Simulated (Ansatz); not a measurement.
# Li on Mg(0001): change of the work function

How does Li on the fcc site change the work function of Mg(0001) as the layer fills?

Method: plane-wave DFT, PBE, Ansatz PAW, in Ansatz 0.2.0.

### Step 1. Starting point

The cell holds 4 atoms: 4 Mg. Its edges and angles: a = 3.210 Å, b = 3.210 Å, c = 25.820 Å, α = 90.0°, β = 90.0°, γ = 60.0°. Vacuum lies along c.

### Step 2. The clean slab

The bare slab comes first, as the zero from which every change is counted. The two lowest layers are held at bulk places and the upper ones relax. The dipole correction removes the false field that a one-sided slab makes across the periodic vacuum, so each face gets a flat vacuum level of its own.

File input.yaml:

```yaml
crystal:
  lattice:
    - [3.21, 0.0, 0.0]
    - [1.605, 2.7799415461, 0.0]
    - [0.0, 0.0, 25.81956]
  atoms:
    - { symbol: Mg, position: [0.6666666667, 0.6666666667, 0.3485729424] }
    - { symbol: Mg, position: [0.0, 0.0, 0.4495243141] }
    - { symbol: Mg, position: [0.6666666667, 0.6666666667, 0.5504756859] }
    - { symbol: Mg, position: [0.0, 0.0, 0.6514270576] }
kpoints:
  mp_grid: { grid: [12, 12, 1] }
hamiltonian:
  xc: pbe
scf:
  occupations: { method: fermi_dirac, width: 0.1 }
  convergence: { dr2_threshold: 1.0e-08 }
efield:
  axis: 3
  dipole_correction: true
  ramp_position: 0.97
  ramp_width: 0.06
relax:
  f_tol: 0.02
  max_steps: 60
  constraints: [{ sites: [0, 1] }]
output:
  write_potential: true
  write_density: true
  volumetric_format: npy
```

Started as:

```sh
$ ansatz run input.yaml --threads 2 --pin off --max-ram 3072MiB --backend cpu --events-out ev --progress --plain --runs-dir out
```

Numbers of over 12 decimals in the logs are rounded to 6 here.

What it wrote:

```text
Engine: ansatz 0.2.0, x86_64-unknown-linux-gnu
Pseudopotentials: kind: paw
Pseudopotential: Mg, paw, valence charge 10, recommended cutoff 420 eV (normal), Mg.paw.azcp
Functional definition: PBE
  parameter kappa = 0.804
  parameter beta = 0.066725
  exchange = pbe_x(kappa = kappa, mu = beta*pi^2/3)
  correlation = pbe_c(beta = beta)
Crystal: 4 atoms, lattice volume = 230.404 Å³
Basis set: ecut = 420 eV, 4575 PW (Γ), exchange–correlation on 48×48×360 points (8 copies of the dense FFT grid, shifted against one another)
Bands: 24, of which v1, the nominal top of the filled ones, is band 20 counted from 1 (19 counted from 0)
Symmetry: 6 space group operations
k-points: 19 of 144 (time reversal used)
Non-local potential: Mg, projectors of the file, l = 0: 3, l = 1: 2, l = 2: 1
PAW form: soft (Blöchl's): semilocal exchange-correlation on the pseudo side does not see the compensation charge
PAW one-centre angular grid: Mg, 110 points (default); XC on 64 Gauss nodes
Initial density: superposition of atomic densities (neutral atoms: chi_scale 0, normalization atom), corrected by the library's trained network
Initial wavefunctions: pseudopotential atomic-orbital guess
Functional: x = pbe(κ = 0.804, μ = 0.219515), c = pbe(β = 0.066725)
SCF iter   1: F=—  HF=-7694.613554 eV  |F-HF|=—  |Δ(HF+E_count)|=         —  Δρ=7.47e-4  dr2=5.39e-3  ethr=1.77e-3  p=0.000 e·Å  D=6.17e-14 V/Å  ΔV_dip=-0.00 eV  dr2_dipole=1.19e-8  V_vac-E_F(+/−)=3.79/3.79 eV  ⟨swp⟩=8.1  Hψ=2477  notcnv=0
efield: sawtooth ramp at fractional position 0.9700 (set: `efield.ramp_position`, or a place that a band, a saddle search or an elastic batch's reference lends), width 0.0600; the density the first Hamiltonian is built on has a dipole p = 0.000 e·Å; the dipole correction subtracts the counter field D = 6.17e-14 V/Å, which shifts the + side's vacuum level by -0.00 eV against the − side's; the planar-averaged density in the ramp window peaks in size at 1.5e-5 e/Å³
preconditioner: auto → LDOS  [metal: Δε(μ)=0.163 eV  Ē_g=4.548 eV  σ=0.100 eV  W_gap=0.39  n_scr=16 (ndim 8)  ℏωp=6.9 eV  f_vac=0.528  D(μ)=2.23/eV (n_scr^D=10)  β→1.0]
SCF iter   2: F=—  HF=-7694.613892 eV  |F-HF|=—  |Δ(HF+E_count)|=   3.38e-4  Δρ=2.82e-4  dr2=3.90e-4  ethr=1.35e-5  p=0.000 e·Å  D=1.21e-5 V/Å  ΔV_dip=-0.00 eV  dr2_dipole=1.38e-8  V_vac-E_F(+/−)=3.82/3.82 eV  ⟨swp⟩=2.1  Hψ=706  notcnv=0
SCF iter   3: F=—  HF=-7694.613923 eV  |F-HF|=—  |Δ(HF+E_count)|=   3.08e-5  Δρ=9.30e-5  dr2=4.23e-5  ethr=9.74e-7  p=-0.000 e·Å  D=-6.92e-8 V/Å  ΔV_dip=0.00 eV  dr2_dipole=1.77e-10  V_vac-E_F(+/−)=3.80/3.80 eV  ⟨swp⟩=2.3  Hψ=617  notcnv=0
SCF iter   4: F=—  HF=-7694.613944 eV  |F-HF|=—  |Δ(HF+E_count)|=   2.12e-5  Δρ=2.68e-5  dr2=4.91e-6  ethr=1.06e-7  p=-0.000 e·Å  D=-1.82e-7 V/Å  ΔV_dip=0.00 eV  dr2_dipole=5.63e-11  V_vac-E_F(+/−)=3.79/3.79 eV  ⟨swp⟩=2.0  Hψ=527  notcnv=0
SCF iter   5: F=—  HF=-7694.613928 eV  |F-HF|=—  |Δ(HF+E_count)|=   1.59e-5  Δρ=6.90e-6  dr2=4.91e-7  ethr=1.23e-8  p=-0.000 e·Å  D=-1.95e-7 V/Å  ΔV_dip=0.00 eV  dr2_dipole=5.49e-11  V_vac-E_F(+/−)=3.79/3.79 eV  ⟨swp⟩=2.1  Hψ=509  notcnv=0
SCF iter   6: F=—  HF=-7694.613928 eV  |F-HF|=—  |Δ(HF+E_count)|=   2.89e-7  Δρ=1.60e-6  dr2=2.03e-8  ethr=1.23e-9  p=-0.000 e·Å  D=-9.07e-8 V/Å  ΔV_dip=0.00 eV  dr2_dipole=2.46e-12  V_vac-E_F(+/−)=3.79/3.79 eV  ⟨swp⟩=2.0  Hψ=530  notcnv=0
SCF iter   7: F=-7694.613928 eV  HF=-7694.613928 eV  |F-HF|=7.81e-10  |Δ(HF+E_count)|=   7.85e-9  Δρ=3.82e-7  dr2=3.39e-10  ethr=2.50e-11  p=-0.000 e·Å  D=-8.51e-9 V/Å  ΔV_dip=0.00 eV  dr2_dipole=1.39e-12  V_vac-E_F(+/−)=3.79/3.79 eV  ⟨swp⟩=8.7  Hψ=2641  notcnv=0
SCF 1 converged in 7 iterations: F = -7694.613928 eV  dr2 = 3.39e-10
  greatest PAW one-centre occupation: 1.000 electrons in one spin orbital (limit 2), on the Mg atom at site 2 (counted from 0), in its partial waves of l = 0
relax step   1: F+E_penalty+E_count = -7694.61392834 eV  Δ(F+E_penalty+E_count) = +0.000e0 eV  max|allowed force component| = 4.415e-2 eV/Å  Δτ_max = 0.0000 Å  (7 SCF iters, accepted)
Initial density: handed on by an earlier stage of this run
Initial wavefunctions: those handed on with the density
iter 1 solved again at ethr=7.55e-6 eV; its pass at ethr=3.10e-3 eV (dr2=3.02e-3 eV) is discarded
SCF iter   1: F=—  HF=-7694.614722 eV  |F-HF|=—  |Δ(HF+E_count)|=         —  Δρ=2.19e-4  dr2=9.85e-4  ethr=7.55e-6  p=-0.000 e·Å  D=-2.48e-8 V/Å  ΔV_dip=0.00 eV  dr2_dipole=5.18e-5  V_vac-E_F(+/−)=3.79/3.79 eV  ⟨swp⟩=2.3  Hψ=1585  notcnv=0
efield: sawtooth ramp at fractional position 0.9700 (set: `efield.ramp_position`, or a place that a band, a saddle search or an elastic batch's reference lends), width 0.0600; the density the first Hamiltonian is built on has a dipole p = -0.000 e·Å; the dipole correction subtracts the counter field D = -2.48e-8 V/Å, which shifts the + side's vacuum level by +0.00 eV against the − side's; the planar-averaged density in the ramp window peaks in size at 3.7e-7 e/Å³
preconditioner: auto → LDOS  [metal: Δε(μ)=0.173 eV  Ē_g=4.535 eV  σ=0.100 eV  W_gap=0.41  n_scr=16 (ndim 8)  ℏωp=6.9 eV  f_vac=0.529  D(μ)=2.24/eV (n_scr^D=10)  β→1.0]
SCF iter   2: F=—  HF=-7694.614663 eV  |F-HF|=—  |Δ(HF+E_count)|=   5.89e-5  Δρ=7.35e-5  dr2=3.77e-5  ethr=2.46e-6  p=-0.000 e·Å  D=-6.75e-5 V/Å  ΔV_dip=0.00 eV  dr2_dipole=1.71e-6  V_vac-E_F(+/−)=3.79/3.79 eV  ⟨swp⟩=2.0  Hψ=503  notcnv=0
SCF iter   3: F=—  HF=-7694.614690 eV  |F-HF|=—  |Δ(HF+E_count)|=   2.70e-5  Δρ=2.08e-5  dr2=3.89e-6  ethr=9.43e-8  p=0.000 e·Å  D=9.60e-5 V/Å  ΔV_dip=-0.00 eV  dr2_dipole=1.69e-10  V_vac-E_F(+/−)=3.79/3.79 eV  ⟨swp⟩=2.0  Hψ=776  notcnv=0
SCF iter   4: F=—  HF=-7694.614664 eV  |F-HF|=—  |Δ(HF+E_count)|=   2.61e-5  Δρ=5.71e-6  dr2=4.02e-7  ethr=9.72e-9  p=0.000 e·Å  D=1.11e-4 V/Å  ΔV_dip=-0.00 eV  dr2_dipole=1.70e-8  V_vac-E_F(+/−)=3.79/3.79 eV  ⟨swp⟩=2.0  Hψ=522  notcnv=0
SCF iter   5: F=-7694.614664 eV  HF=-7694.614664 eV  |F-HF|=2.91e-9  |Δ(HF+E_count)|=   3.00e-8  Δρ=1.43e-6  dr2=7.84e-9  ethr=2.50e-11  p=0.000 e·Å  D=1.31e-4 V/Å  ΔV_dip=-0.00 eV  dr2_dipole=1.08e-9  V_vac-E_F(+/−)=3.79/3.79 eV  ⟨swp⟩=7.8  Hψ=2951  notcnv=0
SCF 2 converged in 5 iterations: F = -7694.614664 eV  dr2 = 7.84e-9
  greatest PAW one-centre occupation: 1.000 electrons in one spin orbital (limit 2), on the Mg atom at site 1 (counted from 0), in its partial waves of l = 0
relax step   2: F+E_penalty+E_count = -7694.61466413 eV  Δ(F+E_penalty+E_count) = -7.358e-4 eV  max|allowed force component| = 1.544e-2 eV/Å  Δτ_max = 0.0287 Å  (5 SCF iters, accepted)
NSCF: frozen V_eff on 19 k-points
the band table was solved once a step of the walk had ended and its energy, with any forces and stress, was formed, with the checks that follow a solve (2497 applications of the Hamiltonian). They found nothing against the state; the energy, forces and stress were not computed again (output.eigenvalues in the input reference)
WARN: The output density's exchange-correlation potential varies sharply where the density is thin. Do not read a vacuum level from v_tot or v_xc, or from such a field of the output density. On a cell that repeats whose density bears no net charge and no dipole along the vacuum's axis use v_es (v_loc + v_h of the components); under efield.dipole_correction with no amplitude use v_es + v_field, which holds any externa [...]
SCF converged after 5 iterations
Free energy (F): -7694.614664 eV
Harris-Foulkes:  -7694.614664 eV  (|F-HF|=2.91e-9)
Internal energy: -7694.543245 eV  (E = F + TS)
E sigma→0 (E₀):  -7694.578954 eV
Entropy (-TS):   -0.071420 eV (-17.855 meV/atom)
Fermi energy:    0.029478 eV
Dipole field:    D = 0.000172 V/Å  (p = 0.000219 e·Å, saw-weighted, corrected)
Work function:   Φ+ = 3.7873 eV   Φ− = 3.7918 eV
Levels:          The Fermi level and band energies are counted from a zero that moves with the ramp; work functions are not
--- Per-component energies (eV) ---
  E_band       = -1655.090317
  E_kinetic    = 297.500952
  E_local      = -32041.579110  (includes V_loc(G=0)·N_el)
  E_nonlocal   = 383.077104
  E_hartree    = 14982.417381
  E_xc         = -112.093321
  E_vxc        = -144.525409  (∫ρ·V_xc dr)
  E_paw        = -1170.697245  (= ΣΔE_a)
  E_vpaw       = -114.398191  (= ΣTr[D̂ρ^β])
  E_aug_tail   = -0.000015  (compensation charges beyond the density's cutoff)
  E_efield     = 0.000000  (sawtooth field / dipole correction)
  E_vefield    = -0.000058  (∫n·V_field dr)
  E_ewald      = 9966.831009
  E_smearing   = -0.071420  (= −TS)
  E_closure    = 0.000000  (closes the sum)
  Σ components = -7694.614664   (vs F -7694.614664, Δ=0.00e0)
--- Forces (eV/Å), atoms counted from 1 ---
  atom   1  Mg    -0.00000000     0.00000000    -0.04352537
  atom   2  Mg     0.00000000    -0.00000000     0.03942650
  atom   3  Mg    -0.00000000     0.00000000    -0.01135301
  atom   4  Mg     0.00000000    -0.00000000     0.01543564
  max |Σ_I F_I| component: 1.62e-5 eV/Å
--- Band table (eV; the first three rows and the last of 19) ---
  k-point 0: bands = [... 16 lower, -6.5118, -5.7358, -4.4563, -2.7079, -0.9499, 1.2324, 2.8336, 3.6962]
  k-point 1: bands = [... 16 lower, -6.3761, -5.6010, -4.3227, -2.5750, -0.8237, 1.3598, 2.9633, 3.8279]
  k-point 2: bands = [... 16 lower, -5.9704, -5.1979, -3.9232, -2.1781, -0.4451, 1.7374, 3.3475, 4.2198]
  k-point 18: bands = [... 16 lower, -0.2640, -0.2571, -0.2503, 0.4095, 0.4203, 0.4303, 1.5893, 2.1911]
--- Relaxed structure (2 steps of the walk, 2 accepted, 0 SCFs on fresh bases) ---
  F+E_penalty+E_count = -7694.61466413 eV   max|allowed force component| = 1.544e-2 eV/Å
  atoms:
    - { symbol: Mg, position: [0.666667, 0.666667, 0.348573] }
    - { symbol: Mg, position: [0.0, 0.0, 0.449524] }
    - { symbol: Mg, position: [0.666667, 0.666667, 0.550673] }
    - { symbol: Mg, position: [0, 0, 0.652538] }
```

The job ended after 5.8 s (2 threads of Intel Xeon Platinum 8488C (Sapphire Rapids), shared host; peak memory 0.5 GiB).

Step by step:

```
step  energy less that of the first step (eV)  largest force component (eV/Å)
   1                                   0.0000                          0.0442
   2                                  -0.0007                          0.0154
```

Forces are held to the 6 operations that the run works with; a distortion that breaks them can't arise in this run.

The atoms that moved most (Å):

```csv
atom,dx,dy,dz,length
Mg4,0.000,0.000,0.029,0.029
Mg3,0.000,0.000,0.005,0.005
```

Final coordinates:

```cif
data_structure
_symmetry_space_group_name_H-M 'P 1'
_symmetry_Int_Tables_number 1
_cell_length_a 3.2100
_cell_length_b 3.2100
_cell_length_c 25.8196
_cell_angle_alpha 90.000
_cell_angle_beta 90.000
_cell_angle_gamma 60.000
_cell_volume 230.40
loop_
_atom_site_label
_atom_site_type_symbol
_atom_site_fract_x
_atom_site_fract_y
_atom_site_fract_z
_atom_site_occupancy
Mg1 Mg 0.66667 0.66667 0.34857 1
Mg2 Mg 0.00000 0.00000 0.44952 1
Mg3 Mg 0.66667 0.66667 0.55067 1
Mg4 Mg 0.00000 0.00000 0.65254 1
```

This step gave:

| Property | Result |
| --- | --- |
| energy at zero smearing | -7694.5790 eV |
| work function, upper face | 3.787 eV |
| dipole along the normal | 2.19e-4 e·Å |

Running mean over 2.60652 Å of the planar mean; the ramp of the sawtooth is left out. Table of electron's electrostatic potential energy less the Fermi level by z:

| z (Å) | electron's electrostatic potential energy less the Fermi level (eV) |
| --- | --- |
| 3.5 | 3.79 |
| 4.0 | 3.79 |
| 4.5 | 3.79 |
| 5.0 | 3.78 |
| 5.5 | 3.74 |
| 6.0 | 3.64 |
| 6.5 | 3.35 |
| 7.0 | 2.60 |
| 7.5 | 0.686 |
| 8.0 | -2.09 |
| 8.5 | -3.58 |
| 9.0 | -4.02 |
| 9.5 | -4.07 |
| 10.0 | -4.04 |
| 10.5 | -4.02 |
| 11.0 | -4.01 |
| 11.5 | -4.00 |
| 12.0 | -3.99 |
| 12.5 | -3.98 |
| 13.0 | -3.98 |
| 13.5 | -3.99 |
| 14.0 | -4.00 |
| 14.5 | -3.99 |
| 15.0 | -3.95 |
| 15.5 | -3.89 |
| 16.0 | -3.97 |
| 16.5 | -4.06 |
| 17.0 | -3.95 |
| 17.5 | -3.30 |
| 18.0 | -1.31 |
| 18.5 | 1.45 |
| 19.0 | 2.90 |
| 19.5 | 3.47 |
| 20.0 | 3.68 |
| 20.5 | 3.75 |
| 21.0 | 3.78 |
| 21.5 | 3.78 |
| 22.0 | 3.79 |
| 22.5 | 3.79 |

The relaxation took 2 steps and lowered the energy by 7.4e-4 eV; the largest force on the free atoms ends at 0.015 eV/Å.

The work function of the upper face is 3.79 eV.

(Continued in part 2 of 3.)

[Logs are printed without paths, hosts, clocks, repeated set-up lines and the standing remarks that a program may print on its own settings, such as how far it seeks lower states.]

[Hosts, paths, dates, database ids (printed as entryN), source tags and the programs' standing remarks are cut or masked in the printed files.]

[Maps of the electrostatic potential energy from Ansatz leave out the sawtooth potential of an applied field or a dipole correction, so their vacuum need not be flat; planar profiles and work functions include it.]
